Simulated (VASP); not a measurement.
# HC19O in VASP: single point with PBEsol

Aim: the single point of HC19O with PBEsol.

Everything below comes from runs of VASP 6.6.1. Logs are shortened: lines on timing, memory, paths and dates and some standing lists are left out, and cuts for length are marked.

## (1) The slab as given

The cell holds a slab with vacuum, 21 atoms: a = 7.398 Å, b = 7.398 Å, c = 11.000 Å, α = 90.00°, β = 90.00°, γ = 120.00°.

The cell was built by a generator and needn't be a form met in nature.

## (2) Single point, PBEsol, collinear spin, typed start

The input, INCAR:

```
  PREC = Accurate
  ENCUT = 520
  EDIFF = 1E-7
  ISMEAR = -1
  SIGMA = 0.05
  LREAL = Auto
  LASPH = T
  NELM = 150
  ALGO = Normal
  ISIF = 2
  LWAVE = F
  LCHARG = F
  ISPIN = 2
  MAGMOM = 0 0 0 0 0 0 0 0 0 0 0 0 0 0 0 0 0 0 1 0 0
  LORBIT = 11
  GGA = PS
  NBANDS = 62
```

The input, KPOINTS:

```
regular mesh
0
Gamma
  2 2 1
```

The input, POSCAR:

```
HC19O
1.0
    7.3980000000      0.0000000000      0.0000000000
   -3.6990000000      6.4068560000      0.0000000000
    0.0000000000      0.0000000000     11.0000000000
C H O
19 1 1
Direct
    0.0026386147      0.0178729495      0.0702694256
    0.2246441661      0.1284385543      0.0747069777
    0.0032158185      0.3519178308      0.0773729386
    0.2252338109      0.4629421533      0.0770690064
    0.0027227812      0.6853942152      0.0702495177
    0.2246122485      0.7966871932      0.0747139271
    0.3316409118      0.0161161048      0.0800402627
    0.5585483286      0.1296034086      0.1102303209
    0.3362810204      0.3519365733      0.0772363946
    0.5597785325      0.4635811308      0.0748454793
    0.3362703684      0.6849864260      0.0773052583
    0.5597713208      0.7968020600      0.0749356198
    0.6720754941      0.0160684191      0.0804819873
    0.8914185718      0.1284197990      0.0749972195
    0.6721047372      0.3565927181      0.0802214349
    0.8915147562      0.4635813783      0.0748312178
    0.6702964410      0.6855092384      0.0702894992
    0.8919226769      0.7962524360      0.0694209544
    0.3263556636      0.2182855052      0.3633893869
    0.5567162762      0.1303493092      0.2130562906
    0.2088298208      0.2528107969      0.4079732308
```

Potentials or basis: VASP PAW PBE potentials, release 64 (C, H, O).

Launch:

```bash
$ cat potpaw_PBE.64/C/POTCAR potpaw_PBE.64/H/POTCAR potpaw_PBE.64/O/POTCAR > POTCAR
$ mpirun -np 1 vasp_std > vasp.out
```

OUTCAR:

```text
PREC = Accurate
   ENCUT = 520
   EDIFF = 1E-7
   ISMEAR = -1
   LREAL = Auto
   LASPH = T
   NELM = 150
   ISIF = 2
   ISPIN = 2
   LORBIT = 11
   GGA = PS

 ion  position               nearest neighbor table
   1  0.003  0.018  0.070-  18 1.42  14 1.42   2 1.42
   2  0.225  0.128  0.075-   7 1.41   1 1.42   9 1.43
   3  0.003  0.352  0.077-   4 1.42  16 1.43  14 1.43
   4  0.225  0.463  0.077-   3 1.42  11 1.42   9 1.42
   5  0.003  0.685  0.070-  18 1.42  16 1.42   6 1.42
   6  0.225  0.797  0.075-   7 1.41   5 1.42  11 1.43
   7  0.332  0.016  0.080-   2 1.41   6 1.41   8 1.49
   8  0.559  0.130  0.110-  20 1.13  13 1.49   7 1.49  15 1.49
   9  0.336  0.352  0.077-   4 1.42  10 1.43   2 1.43
  10  0.560  0.464  0.075-  15 1.41  17 1.42   9 1.43
  11  0.336  0.685  0.077-   4 1.42   6 1.43  12 1.43
  12  0.560  0.797  0.075-  13 1.41  17 1.42  11 1.43
  13  0.672  0.016  0.080-  12 1.41  14 1.41   8 1.49
  14  0.891  0.128  0.075-  13 1.41   1 1.42   3 1.43
  15  0.672  0.357  0.080-  10 1.41  16 1.41   8 1.49
  16  0.892  0.464  0.075-  15 1.41   5 1.42   3 1.43
  17  0.670  0.686  0.070-  18 1.42  12 1.42  10 1.42
  18  0.892  0.796  0.069-   1 1.42  17 1.42   5 1.42
  19  0.326  0.218  0.363-  21 1.13
  20  0.557  0.130  0.213-   8 1.13
  21  0.209  0.253  0.408-  19 1.13

  LATTYP: Found a hexagonal cell.
 ALAT       =     7.3980000000
 C/A-ratio  =     1.4868883482

  Lattice vectors:

 A1 = (   7.3980000000,   0.0000000000,   0.0000000000)
 A2 = (  -3.6990000000,   6.4068560000,   0.0000000000)
 A3 = (   0.0000000000,   0.0000000000,  11.0000000000)

Analysis of symmetry for initial positions (statically):
=====================================================================
 Subroutine PRICEL returns:
 Original cell was already a primitive cell.

 Routine SETGRP: Setting up the symmetry group for a
 hexagonal supercell.

 Subroutine GETGRP returns: Found  1 space group operations
 (whereof  1 operations were pure point group operations)
 out of a pool of 24 trial point group operations.

The static configuration has the point symmetry C_1 .

Analysis of symmetry for dynamics (positions and initial velocities):
=====================================================================
 Subroutine PRICEL returns:
 Original cell was already a primitive cell.

 Routine SETGRP: Setting up the symmetry group for a
 hexagonal supercell.

[... 175 lines left out ...]
 Free energy of the ion-electron system (eV)
  ---------------------------------------------------
  ext. energy  EPLUGINS =         0.00000000
  ---------------------------------------------------
  free energy    TOTEN  =      -190.43940833 eV

  energy without entropy =     -190.41775756  energy(sigma->0) =     -190.42858294

 E-fermi :  -1.1106     XC(G=0):  -4.6074

 val. band max:       -1.2190156715   @ k =   0.0000   0.0000   0.0000
 cond. band min:      -1.0523036578   @ k =   0.0000   0.0000   0.0000
 fundamental gap:      0.1667120137
 Fermi energy:        -1.1105644864

 spin component 1

 k-point     1 :       0.0000    0.0000    0.0000
  band No.  band energies     occupation
      1     -26.3575      1.00000
      2     -20.6606      1.00000
      3     -18.1230      1.00000
      4     -18.1121      1.00000
      5     -18.1118      1.00000
      6     -18.0740      1.00000
[... 213 lines left out ...]
     52       4.1006      0.00000
     53       4.2401      0.00000
 Fermi energy:        -1.1105644864

 spin component 2

 k-point     1 :       0.0000    0.0000    0.0000
  band No.  band energies     occupation
      1     -26.3562      1.00000
      2     -20.5896      1.00000
      3     -18.0554      1.00000
      4     -18.0547      1.00000
      5     -18.0291      1.00000
      6     -17.9940      1.00000
[... 213 lines left out ...]
     52       4.1687      0.00000
     53       4.2738      0.00000
 [bands above 53 left out]

------------------------ aborting loop because EDIFF is reached ----------------------------------------

  FORCE on cell =-STRESS in cart. coord.  units (eV):
  Direction    XX          YY          ZZ          XY          YZ          ZX
  --------------------------------------------------------------------------------------
  -------------------------------------------------------------------------------------
  Total        0.9732236      0.1994739      0.1402186     -0.1105878      0.1057499     -0.4344241
  in kB        2.9906890      0.6129778      0.4308879     -0.3398332      0.3249663     -1.3349732
  external PRESSURE =       1.3448516 kB  Pullay stress =       0.0000000 kB

 VOLUME and BASIS-vectors are now :
 -----------------------------------------------------------------------------
  energy-cutoff  :      520.00
  volume of cell :      521.38
      direct lattice vectors                 reciprocal lattice vectors
     7.398000000  0.000000000  0.000000000     0.135171668  0.078041398  0.000000000
    -3.699000000  6.406856000  0.000000000     0.000000000  0.156082796  0.000000000
     0.000000000  0.000000000 11.000000000     0.000000000  0.000000000  0.090909091

 POSITION                                       TOTAL-FORCE (eV/Angst)
 -----------------------------------------------------------------------------------
     -0.04659      0.11451      0.77296         0.011537     -0.003721     -0.002221
      1.18682      0.82289      0.82178        -0.005900      0.009159      0.001344
     -1.27795      2.25469      0.85110        -0.007111     -0.005109      0.002397
     -0.04614      2.96600      0.84776         0.007416      0.003874     -0.001866
     -2.51513      4.39122      0.77274         0.004782      0.005864     -0.004768
     -1.28526      5.10426      0.82185         0.020963     -0.008255     -0.000300
[... 13 lines left out ...]
      3.63642      0.83513      2.34362         0.000986      0.002824      0.035599
      0.60978      1.61972      4.48771        -0.908981      0.201822      0.446942
 -----------------------------------------------------------------------------------
    total drift:                               -0.014143     -0.001931      0.009751

  FREE ENERGIE OF THE ION-ELECTRON SYSTEM (eV)
  ---------------------------------------------------
  free  energy   TOTEN  =      -190.4394083272 eV

  energy  without entropy=     -190.4177575627  energy(sigma->0) =     -190.42858294

 total charge

# of ion       s       p       d       tot
------------------------------------------
    1        0.860   1.786   0.000   2.645
    2        0.859   1.789   0.000   2.648
    3        0.855   1.775   0.000   2.630
    4        0.858   1.783   0.000   2.641
    5        0.860   1.786   0.000   2.645
    6        0.858   1.790   0.000   2.649
[... 13 lines left out ...]
   20        0.595   0.041   0.000   0.635
   21        1.626   3.546   0.000   5.173
--------------------------------------------------
tot         18.670  37.143   0.000  55.813

 magnetization (x)

# of ion       s       p       d       tot
------------------------------------------
    1        0.003   0.050   0.000   0.053
    2       -0.004  -0.042   0.000  -0.046
    3        0.006   0.104   0.000   0.110
    4       -0.004  -0.030   0.000  -0.033
    5        0.003   0.050   0.000   0.053
    6       -0.004  -0.042   0.000  -0.046
[... 13 lines left out ...]
   20        0.048  -0.000   0.000   0.047
   21        0.000   0.001   0.000   0.001
--------------------------------------------------
tot          0.063   0.484   0.000   0.547
```

OSZICAR:

```text
N       E                     dE             d eps       ncg     rms          rms(c)
DAV:   1     0.617964625644E+03    0.61796E+03   -0.34708E+04   992   0.109E+03
DAV:   2    -0.109636503696E+03   -0.72760E+03   -0.69116E+03  1396   0.268E+02
[... 19 lines left out ...]
DAV:  22    -0.190439404971E+03   -0.65712E-05   -0.52774E-07  1080   0.260E-03    0.824E-04
DAV:  23    -0.190439407084E+03   -0.21124E-05   -0.20554E-07  1032   0.143E-03    0.425E-04
DAV:  24    -0.190439407604E+03   -0.51992E-06   -0.39208E-08   888   0.677E-04    0.270E-04
DAV:  25    -0.190439407942E+03   -0.33797E-06   -0.29708E-08   808   0.511E-04    0.169E-04
DAV:  26    -0.190439408196E+03   -0.25481E-06   -0.19855E-08   782   0.357E-04    0.126E-04
DAV:  27    -0.190439408301E+03   -0.10444E-06   -0.86216E-09   802   0.260E-04    0.664E-05
DAV:  28    -0.190439408327E+03   -0.26454E-07   -0.27897E-09   780   0.162E-04
   1 F= -.19043941E+03 E0= -.19042858E+03  d E =-.216508E-01  mag=     1.0365
```

stdout:

```text
POSCAR found type information on POSCAR C H O
 POSCAR found :  3 types and      21 ions
 scaLAPACK will be used
 -----------------------------------------------------------------------------
|                                                                             |
|                                                                             |
|     You enforced a specific xc type in the INCAR file but a different       |
|     I HOPE YOU KNOW WHAT YOU ARE DOING!                                     |
|                                                                             |
 -----------------------------------------------------------------------------

 LDA part: xc-table for (Slater+PW92), standard interpolation
 POSCAR, INCAR and KPOINTS ok, starting setup
 FFT: planning ... GRIDC
 FFT: planning ... GRID_SOFT
 FFT: planning ... GRID
 WAVECAR not read
 entering main loop
```

Run time: 8.2 min. Hardware: 1 thread of Intel Xeon 6975P-C (Granite Rapids), shared host; peak memory 0.8 GiB.

What came out:

* Free energy: -190.4394 eV
* Largest force: 1.033 eV/Å
* Band gap on the k mesh: 0.17 eV, direct
* Net moment: 1.04 μB per cell
* Site moments: C +0.05, -0.05, +0.11, -0.03, +0.12, -0.01, -0.02, +0.00; H +0.05; O +0.00 μB
* Valence electrons inside the program's atomic spheres: C 2.65, 2.63, 2.64, 2.62, 2.49; H 0.64; O 5.17

Forces on the atoms (eV/Å):
```
C    0.012 -0.004 -0.002
C   -0.006  0.009  0.001
C   -0.007 -0.005  0.002
C    0.007  0.004 -0.002
C    0.005  0.006 -0.005
C    0.021 -0.008  0.000
C    0.009  0.001  0.000
C   -0.005 -0.006 -0.005
C    0.011  0.005 -0.004
C   -0.009  0.006  0.000
C   -0.007  0.014  0.005
C   -0.001 -0.019 -0.010
C   -0.009  0.007  0.005
C    0.001  0.008 -0.006
C   -0.011 -0.002 -0.002
C    0.002 -0.009  0.000
C    0.001 -0.006  0.000
C   -0.009 -0.004 -0.011
C    0.904 -0.202 -0.448
H    0.001  0.003  0.036
O   -0.909  0.202  0.447
```

Caveat: the k mesh is coarse (spacing up to 0.49 Å⁻¹), so the values aren't converged; the standard files for N, O and F lose accuracy on very short bonds; the PAW data sets were made with another functional, which shifts forces and pressure a little.
